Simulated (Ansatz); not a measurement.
**MoS2: how the settings move a single-point run**

How sensitive is a single-point run of MoS2 to its settings? A reference run comes first, then three runs with altered input.

Computed with Ansatz 0.2.0 (reference: DFT, PBE, plane waves, PAW, unless a step's input says otherwise).

5 further runs of the same task are left out: 1 for a known fault of the program, 4 that didn't finish.

## Step 1: The system as given

Symmetry: R3m, No. 160, trigonal system. The conventional cell has a = 3.175 Å, b = 3.175 Å, c = 18.582 Å, α = 90.00°, β = 90.00°, γ = 120.00°. Around Mo (site symmetry 3m) lie 6 S at 2.40 Å. S (site symmetry 3m) is surrounded by 3 Mo at 2.40 Å.

Structure file:

```cif
data_structure
_symmetry_space_group_name_H-M 'P 1'
_symmetry_Int_Tables_number 1
_cell_length_a 6.4595
_cell_length_b 6.4595
_cell_length_c 6.4595
_cell_angle_alpha 28.455
_cell_angle_beta 28.455
_cell_angle_gamma 28.455
_cell_volume 54.08
loop_
_atom_site_label
_atom_site_type_symbol
_atom_site_fract_x
_atom_site_fract_y
_atom_site_fract_z
_atom_site_occupancy
Mo1 Mo 0.99999 0.99999 0.99999 1
S1 S 0.41700 0.41700 0.41700 1
S2 S 0.24968 0.24968 0.24968 1
```

## Step 2: Baseline

input.yaml

```yaml
crystal:
  lattice:
    - [1.5875907338, 0.9165959375, 6.1939396005]
    - [-1.5875907338, 0.9165959375, 6.1939396005]
    - [0.0, -1.8331918751, 6.1939396005]
  atoms:
    - { symbol: Mo, position: [-1.46006e-05, -1.46006e-05, -1.46006e-05] }
    - { symbol: S, position: [0.417001512, 0.417001512, 0.417001512] }
    - { symbol: S, position: [0.2496797553, 0.2496797553, 0.2496797553] }
kpoints:
  mp_grid: { grid: [6, 6, 6] }
hamiltonian:
  xc: pbe
scf:
  occupations: { method: fixed }
  n_extra_bands: 4
output:
  forces: true
  stress: true
  eigenvalues: true
  write_density: true
  write_potential: true
  elf: true
  volumetric_format: npy
```

Launch:

```
ansatz run input.yaml --threads 4 --pin off --max-ram 3686MiB --backend cpu --events-out ev --progress --plain --runs-dir out
```

The main lines of its log:

```text
[...]
Basis set: ecut = 420 eV, 1035 PW (Γ), FFT grids on a1−a2, a2, −a2+a3, exchange–correlation on 48×90×48 points (8 copies of the dense FFT grid, shifted against one another)
[...]
k-points: 32 of 216 (time reversal used)
[...]
SCF iter   1: F=—  HF=-6762.769699 eV  |F-HF|=—  |Δ(HF+E_count)|=         —  Δρ=5.40e-3  dr2=3.69e-3  ethr=1.77e-3  ⟨swp⟩=4.9  Hψ=2553  notcnv=0  defer=59
preconditioner: auto → none  [insulator: Δε(μ)=0.958 eV  Ē_g=8.127 eV  n_scr=16 (ndim 8)  ℏωp=21.4 eV  f_vac=0.018  ε∞_Penn≈7.9]
SCF iter   2: F=—  HF=-6762.774357 eV  |F-HF|=—  |Δ(HF+E_count)|=   4.66e-3  Δρ=2.85e-3  dr2=1.46e-3  ethr=1.42e-5  ⟨swp⟩=2.0  Hψ=1135  notcnv=0  defer=64
[...]
SCF iter   6: F=—  HF=-6762.776341 eV  |F-HF|=—  |Δ(HF+E_count)|=   1.58e-5  Δρ=5.39e-5  dr2=1.06e-6  ethr=7.90e-8  ⟨swp⟩=2.2  Hψ=683  notcnv=0  defer=1
SCF iter   7: F=-6762.776342 eV  HF=-6762.776341 eV  |F-HF|=8.50e-8  |Δ(HF+E_count)|=   9.16e-7  Δρ=1.40e-5  dr2=8.31e-8  ethr=3.85e-10  ⟨swp⟩=9.4  Hψ=4459  notcnv=0
[...]
SCF converged after 7 iterations
Free energy (F): -6762.776342 eV
[...]
E sigma→0 (E₀):  -6762.776342 eV
Fermi energy:    10.780531 eV
[...]
  P = ⅓ Tr σ = 2.3875 GPa (23.875 kbar)
[...]
```

It took 1.5 s on 4 threads of Intel Xeon Platinum 8375C at 2.90GHz (Ice Lake), shared host; peak memory 0.43 GiB.

## Step 3: Variant: ecutwfc 250

Changes to input.yaml since step 2:

```diff
@@ -20,5 +20,3 @@
   eigenvalues: true
-  write_density: true
-  write_potential: true
-  elf: true
-  volumetric_format: npy
+basis:
+  ecutwfc: 250
```

Launch:

```
ansatz run input.yaml --threads 4 --pin off --max-ram 3686MiB --backend cpu --events-out ev --progress --plain --runs-dir out
```

The program printed (excerpt; [...] marks lines left out):

```text
Warning: basis.ecutwfc = 250 eV is below the records' recommended 420 eV, and the density's cutoff is lower with it unless basis.ecutrho_ratio is high enough to keep the records' density cutoff: compare with a run at a higher cutoff
Warning: RAYON_NUM_THREADS=4 ignored (pool sized by the plan → 4); use --threads N
[...]
scf.n_extra_bands = 4 over 13 filled bands (N_el = 26.0): the run solves 17 bands
[...]
Pseudopotentials: kind: paw
Pseudopotential: Mo, paw, valence charge 14, recommended cutoff 420 eV (normal), Mo.paw.azcp
Pseudopotential: S, paw, valence charge 6, recommended cutoff 420 eV (normal), S.paw.azcp
Functional definition: PBE
[...]
Crystal: 3 atoms, lattice volume = 54.080 Å³
Basis set: ecut = 250 eV, 453 PW (Γ), FFT grids on a1−a3, a2−a3, a3, exchange–correlation on 36×36×72 points (8 copies of the dense FFT grid, shifted against one another)
Bands: 17, of which v1, the nominal top of the filled ones, is band 13 counted from 1 (12 counted from 0)
Symmetry: 6 space group operations
Space group: R3m (ITA 160), of the structure as read, at distance tolerance 3.8e-5 Å
k-points: 32 of 216 (time reversal used)
[...]
SCF iter   1: F=—  HF=-6762.047706 eV  |F-HF|=—  |Δ(HF+E_count)|=         —  Δρ=1.30e-2  dr2=4.27e-2  ethr=1.77e-3  ⟨swp⟩=4.7  Hψ=2524  notcnv=0  defer=48
[...]
SCF iter   8: F=-6762.047643 eV  HF=-6762.047643 eV  |F-HF|=1.20e-8  |Δ(HF+E_count)|=   5.66e-7  Δρ=1.14e-5  dr2=4.14e-8  ethr=3.85e-10  ⟨swp⟩=5.2  Hψ=2819  notcnv=0
[...]
SCF converged after 8 iterations
Free energy (F): -6762.047643 eV
[...]
E sigma→0 (E₀):  -6762.047643 eV
Fermi energy:    10.796860 eV
[...]
--- Forces (eV/Å), atoms counted from 1 ---
  atom   1  Mo     0.00000000    -0.00000000     0.00011676
  atom   2  S      0.00000000    -0.00000000     0.19809026
  atom   3  S      0.00000000     0.00000000    -0.19831074
[...]
--- Stress (GPa, compression-positive) ---
        2.168050       0.000000      -0.000000
        0.000000       2.168050      -0.000000
       -0.000000      -0.000000       4.033142
  P = ⅓ Tr σ = 2.7897 GPa (27.897 kbar)
--- Band table (eV; the first three rows and the last of 32) ---
  k-point 0: bands = ["-51.0327", "-25.0407", "-24.8299", "-24.8299", "-4.1780", "-2.5237", "3.9345", "7.4528", "7.4528", "8.5555", "8.5555", "9.5441", "9.7014", "12.8274", "12.8274", "13.2139", "13.2139"]
[...]
```

It took 0.67 s on 4 threads of Intel Xeon Platinum 8375C at 2.90GHz (Ice Lake), shared host; peak memory 0.37 GiB.

Changing the cutoff moves the energy by +242.9 meV/atom, and the pressure goes from 2.4 to 2.8 GPa and the largest force goes from 0.12 to 0.20 eV/Å. The lower cutoff gives the higher energy: the smaller basis describes the state less well. The log warns that the cutoff is under what these potentials recommend, so the shift is basis error.

## Step 4: Changed: mixing.ndim 30

Changes to input.yaml since step 2:

```diff
@@ -16,2 +16,4 @@
   n_extra_bands: 4
+  mixing: { ndim: 30 }
+  max_iter: 95
 output:
@@ -20,5 +22 @@
   eigenvalues: true
-  write_density: true
-  write_potential: true
-  elf: true
-  volumetric_format: npy
```

Launch:

```
ansatz run input.yaml --threads 4 --pin off --max-ram 3686MiB --backend cpu --events-out ev --progress --plain --runs-dir out
```

The program printed (excerpt; [...] marks lines left out):

```text
Warning: RAYON_NUM_THREADS=4 ignored (pool sized by the plan → 4); use --threads N
[...]
scf.n_extra_bands = 4 over 13 filled bands (N_el = 26.0): the run solves 17 bands
[...]
Pseudopotentials: kind: paw
Pseudopotential: Mo, paw, valence charge 14, recommended cutoff 420 eV (normal), Mo.paw.azcp
Pseudopotential: S, paw, valence charge 6, recommended cutoff 420 eV (normal), S.paw.azcp
Functional definition: PBE
[...]
Crystal: 3 atoms, lattice volume = 54.080 Å³
Basis set: ecut = 420 eV, 1035 PW (Γ), FFT grids on a1−a3, a2−a3, a3, exchange–correlation on 48×48×90 points (8 copies of the dense FFT grid, shifted against one another)
Bands: 17, of which v1, the nominal top of the filled ones, is band 13 counted from 1 (12 counted from 0)
Symmetry: 6 space group operations
Space group: R3m (ITA 160), of the structure as read, at distance tolerance 3.8e-5 Å
k-points: 32 of 216 (time reversal used)
[...]
SCF iter   7: F=-6762.776342 eV  HF=-6762.776341 eV  |F-HF|=9.43e-8  |Δ(HF+E_count)|=   9.27e-7  Δρ=1.42e-5  dr2=7.93e-8  ethr=3.85e-10  ⟨swp⟩=5.8  Hψ=3062  notcnv=0
[...]
SCF converged after 7 iterations
Free energy (F): -6762.776342 eV
[...]
E sigma→0 (E₀):  -6762.776342 eV
Fermi energy:    10.780534 eV
[...]
--- Forces (eV/Å), atoms counted from 1 ---
  atom   1  Mo     0.00000000    -0.00000000     0.00112493
  atom   2  S      0.00000000    -0.00000000     0.11491109
  atom   3  S      0.00000000     0.00000000    -0.11601977
[...]
--- Stress (GPa, compression-positive) ---
        1.914711       0.000000      -0.000000
        0.000000       1.914711      -0.000000
       -0.000000      -0.000000       3.333040
  P = ⅓ Tr σ = 2.3875 GPa (23.875 kbar)
--- Band table (eV; the first three rows and the last of 32) ---
  k-point 0: bands = ["-50.7686", "-24.9174", "-24.6987", "-24.6987", "-4.1978", "-2.5465", "3.9234", "7.4325", "7.4325", "8.5319", "8.5319", "9.5333", "9.6528", "12.8062", "12.8062", "13.1834", "13.1834"]
[...]
```

It took 1 s on 4 threads of Intel Xeon Platinum 8375C at 2.90GHz (Ice Lake), shared host; peak memory 0.42 GiB.

Energy and cycle count are those of the reference, so the change (mixing) left the result and the number of cycles as they were.

## Step 5: Changed: xc mr2scan

Changes to input.yaml since step 2:

```diff
@@ -12,3 +12,3 @@
 hamiltonian:
-  xc: pbe
+  xc: mr2scan
 scf:
@@ -20,5 +20 @@
   eigenvalues: true
-  write_density: true
-  write_potential: true
-  elf: true
-  volumetric_format: npy
```

Launch:

```
ansatz run input.yaml --threads 4 --pin off --max-ram 3686MiB --backend cpu --events-out ev --progress --plain --runs-dir out
```

The program printed:

```text
Warning: RAYON_NUM_THREADS=4 ignored (pool sized by the plan → 4); use --threads N
basis.fft_grid_basis auto: the FFT boxes are laid along the combinations [[1, 0, -1], [0, 1, -1], [0, 0, 1]] of the cell's own vectors, 3.175, 3.175 and 6.460 Å long. The dense box has 24×24×48 points. Along the cell's own vectors, as sized, it would have 48×48×48, 4.00 times as many. Of the 6 symmetry operations that the crystal satisfies within crystal.symmetry.tolerance (time reversal apart; of a slab, those that keep its plane) the dense box along the cell's own vectors carries 6, and the one as laid loses 4 of those. basis.fft_grid_basis: typed keeps the cell's own vectors: state it where this run's energies or levels are differenced outside the engine with another run's, or held beside a run that keeps those vectors.
scf.n_extra_bands = 4 over 13 filled bands (N_el = 26.0): the run solves 17 bands
Engine: ansatz 0.2.0, x86_64-unknown-linux-gnu
Pseudopotentials: kind: paw
Pseudopotential: Mo, paw, valence charge 14, recommended cutoff 500 eV (meta_gga), Mo.paw.azcp
Pseudopotential: S, paw, valence charge 6, recommended cutoff 500 eV (meta_gga), S.paw.azcp
Functional definition: m-r2SCAN
  exchange = m_r2scan_x
  correlation = m_r2scan_c
Crystal: 3 atoms, lattice volume = 54.080 Å³
Basis set: ecut = 500 eV, 1379 PW (Γ), FFT grids on a1−a3, a2−a3, a3, exchange–correlation on 96×96×192 points (64 copies of the dense FFT grid, shifted against one another)
Bands: 17, of which v1, the nominal top of the filled ones, is band 13 counted from 1 (12 counted from 0)
Symmetry: 6 space group operations
Space group: R3m (ITA 160), of the structure as read, at distance tolerance 3.8e-5 Å
k-points: 32 of 216 (time reversal used)
Non-local potential: Mo, projectors of the file, l = 0: 3, l = 1: 2, l = 2: 2, l = 3: 1
Non-local potential: S, projectors of the file, l = 0: 2, l = 1: 2, l = 2: 2
PAW form: soft (Blöchl's): semilocal exchange-correlation on the pseudo side does not see the compensation charge
PAW frozen core: Mo, regenerated for the run's functional (the file was generated under x = pbe(κ = 0.804, μ = 0.2195149727645171), c = pbe(β = 0.06672455060314922))
PAW frozen core: S, regenerated for the run's functional (the file was generated under x = pbe(κ = 0.804, μ = 0.2195149727645171), c = pbe(β = 0.06672455060314922))
PAW one-centre angular grid: Mo, 590 points (default); XC on 160 Gauss nodes
PAW one-centre angular grid: S, 302 points (default); XC on 160 Gauss nodes
Initial density: superposition of atomic densities (neutral atoms: chi_scale 0, normalization atom), corrected by the library's trained network
Initial wavefunctions: pseudopotential atomic-orbital guess
Functional: x = mr2scan, c = mr2scan; τ floored in thin density (d = 2e-4 eV/Å³)
SCF iter   1: F=—  HF=-6782.103326 eV  |F-HF|=—  |Δ(HF+E_count)|=         —  Δρ=1.03e-2  dr2=7.57e-2  dr2_τ=5.09e-2  ethr=1.77e-3  ⟨swp⟩=5.0  Hψ=2548  notcnv=0  defer=50
preconditioner: auto → none  [insulator: Δε(μ)=1.037 eV  Ē_g=8.636 eV  n_scr=16 (ndim 8)  ℏωp=21.4 eV  f_vac=0.018  ε∞_Penn≈7.2]
SCF iter   2: F=—  HF=-6782.185393 eV  |F-HF|=—  |Δ(HF+E_count)|=   8.21e-2  Δρ=1.35e-2  dr2=2.86e-1  dr2_τ=1.81e-2  ethr=2.91e-4  ⟨swp⟩=3.5  Hψ=1287  notcnv=0  defer=64  recentre
SCF iter   3: F=—  HF=-6782.144073 eV  |F-HF|=—  |Δ(HF+E_count)|=   4.13e-2  Δρ=5.84e-3  dr2=1.16e-2  dr2_τ=4.50e-4  ethr=2.91e-4  ⟨swp⟩=2.3  Hψ=847  notcnv=0  defer=62
SCF iter   4: F=—  HF=-6782.147323 eV  |F-HF|=—  |Δ(HF+E_count)|=   3.25e-3  Δρ=1.26e-3  dr2=3.27e-4  dr2_τ=5.88e-5  ethr=4.45e-5  ⟨swp⟩=2.5  Hψ=994  notcnv=0  defer=64
SCF iter   5: F=—  HF=-6782.147633 eV  |F-HF|=—  |Δ(HF+E_count)|=   3.10e-4  Δρ=2.37e-4  dr2=3.45e-5  dr2_τ=4.17e-6  ethr=1.26e-6  ⟨swp⟩=2.3  Hψ=948  notcnv=0  defer=64
SCF iter   6: F=—  HF=-6782.147642 eV  |F-HF|=—  |Δ(HF+E_count)|=   9.23e-6  Δρ=1.43e-4  dr2=2.00e-5  dr2_τ=1.10e-6  ethr=1.33e-7  ⟨swp⟩=2.0  Hψ=795  notcnv=0  defer=32
SCF iter   7: F=—  HF=-6782.147642 eV  |F-HF|=—  |Δ(HF+E_count)|=   5.63e-7  Δρ=8.03e-5  dr2=2.92e-6  dr2_τ=1.23e-7  ethr=7.71e-8  ⟨swp⟩=1.4  Hψ=580  notcnv=0  defer=32
SCF iter   8: F=—  HF=-6782.147643 eV  |F-HF|=—  |Δ(HF+E_count)|=   1.63e-6  Δρ=2.30e-5  dr2=1.60e-7  dr2_τ=1.27e-8  ethr=1.12e-8  ⟨swp⟩=2.1  Hψ=779  notcnv=0  defer=32
SCF iter   9: F=-6782.147643 eV  HF=-6782.147643 eV  |F-HF|=4.77e-9  |Δ(HF+E_count)|=   1.88e-7  Δρ=4.41e-6  dr2=7.07e-9  dr2_τ=8.73e-10  ethr=3.85e-10  ⟨swp⟩=8.1  Hψ=2911  notcnv=0
SCF 1 converged in 9 iterations: F = -6782.147643 eV  dr2 = 7.07e-9
SCF converged after 9 iterations
Free energy (F): -6782.147643 eV
Harris-Foulkes:  -6782.147643 eV  (|F-HF|=4.77e-9)
Internal energy: -6782.147643 eV  (E = F + TS)
E sigma→0 (E₀):  -6782.147643 eV
Fermi energy:    10.677397 eV
--- Per-component energies (eV) ---
  E_band       = -179.552792
  E_kinetic    = 654.865705
  E_local      = -1994.555371  (includes V_loc(G=0)·N_el)
  E_nonlocal   = 198.484218
  E_hartree    = 768.072033
  E_xc         = -362.690941
  E_vxc        = -446.068791  (∫ρ·V_xc dr)
  E_paw        = -4435.839670  (= ΣΔE_a)
  E_vpaw       = -154.151951  (= ΣTr[D̂ρ^β])
  E_aug_tail   = 0.000009  (compensation charges beyond the density's cutoff)
  E_vtau       = 25.729572  (kinetic-family band-sum trace: ∫τ·v_τ [+ j·A + Jᵃ·Aᵃ] dr)
  E_ewald      = -1610.042889
  E_core_change = -0.440737  (= ΣΔE_core)
  E_smearing   = -0.000000  (= −TS)
  E_closure    = 0.000000  (closes the sum)
  Σ components = -6782.147643   (vs F -6782.147643, Δ=0.00e0)
--- Forces (eV/Å), atoms counted from 1 ---
  atom   1  Mo     0.00000000     0.00000000    -0.00053711
  atom   2  S     -0.00000000     0.00000000    -0.05031138
  atom   3  S      0.00000000    -0.00000000     0.05086679
  max |Σ_I F_I| component: 1.83e-5 eV/Å
--- Stress (GPa, compression-positive) ---
        1.187694       0.000000      -0.000000
        0.000000       1.187694       0.000000
       -0.000000       0.000000       1.079171
  P = ⅓ Tr σ = 1.1515 GPa (11.515 kbar)
--- Band table (eV; the first three rows and the last of 32) ---
  k-point 0: bands = ["-52.8769", "-26.2824", "-26.0588", "-26.0588", "-5.0176", "-3.2903", "3.5351", "7.1489", "7.1489", "8.2814", "8.2814", "9.3128", "9.5210", "12.8422", "12.8422", "13.2096", "13.2096"]
  k-point 1: bands = ["-52.8663", "-26.2612", "-26.1630", "-26.0824", "-4.5936", "-3.1596", "3.9971", "6.3756", "7.1477", "7.5762", "7.7026", "9.2897", "9.5219", "12.2698", "12.8176", "12.9467", "13.4421"]
  k-point 2: bands = ["-52.8450", "-26.3665", "-26.2187", "-26.1293", "-3.6012", "-2.8605", "4.2527", "5.5151", "5.8248", "6.8580", "8.4785", "8.5277", "8.8909", "12.2267", "12.3765", "13.9640", "14.1296"]
  k-point 31: bands = ["-52.8769", "-26.2825", "-26.0588", "-26.0588", "-4.7726", "-3.6997", "4.5365", "7.0767", "7.1335", "7.1335", "8.3107", "8.3107", "10.6774", "12.9339", "12.9339", "13.0803", "13.0803"]
```

Run time: 2.4 s. Hardware: 4 threads of Intel Xeon Platinum 8375C at 2.90GHz (Ice Lake), shared host; peak memory 0.54 GiB.

Total energies don't compare across a change of functional; the pressure goes from 2.4 to 1.2 GPa, the gap on the mesh goes from 0.95 to 1.03 eV and the largest force goes from 0.12 to 0.05 eV/Å. At this fixed cell a lower pressure means that this functional prefers a smaller volume than the reference.

## Step 6: Side by side

```csv
run,ending,energy change,pressure (GPa),gap (eV),force (eV/Å),cycles,time
reference,converged,0,2.4,0.95,0.12,7,1.5 s
1: ecutwfc 250,converged,+242.9 meV/atom,2.8,0.94,0.20,8,0.67 s
2: mixing.ndim 30,converged,0.0 meV/atom,2.4,0.95,0.12,7,1 s
3: xc mr2scan,converged,not comparable,1.2,1.03,0.05,9,2.4 s
```

Times don't compare one to one where runs were asked for different outputs or read a saved state (see the inputs); cycles may leave out searches for a lower state.

Residual by cycle in the longest SCF loop of each run; runs are numbered as in the table. The quantity is the density residual dr2, in eV.

```csv
cycle,reference,run 1,run 2,run 3
1,0.00369,0.0427,0.00369,0.0757
2,0.00146,0.126,0.00144,0.286
3,0.00742,0.0247,0.00773,0.0116
4,1.2e-4,0.0017,1.2e-4,3.3e-4
5,2.1e-5,1.3e-4,2.1e-5,3.4e-5
6,1.1e-6,2.5e-5,1.0e-6,2.0e-5
7,8.3e-8,1.1e-6,7.9e-8,2.9e-6
8,-,4.1e-8,-,1.6e-7
9,-,-,-,7.1e-9
```

What this shows: Of the converged runs whose energies compare with the reference's, «ecutwfc 250» moves the energy most (+242.9 meV/atom) and «mixing.ndim 30» least (0.0 meV/atom). Run 1 ran under the cutoff that the potentials recommend, as the log warns, so basis error is mixed into its values, and swamps them where the cutoff is far short. Of the variants the dearest is «xc mr2scan» (2.4 s), the cheapest «ecutwfc 250» (0.67 s), on a shared host.
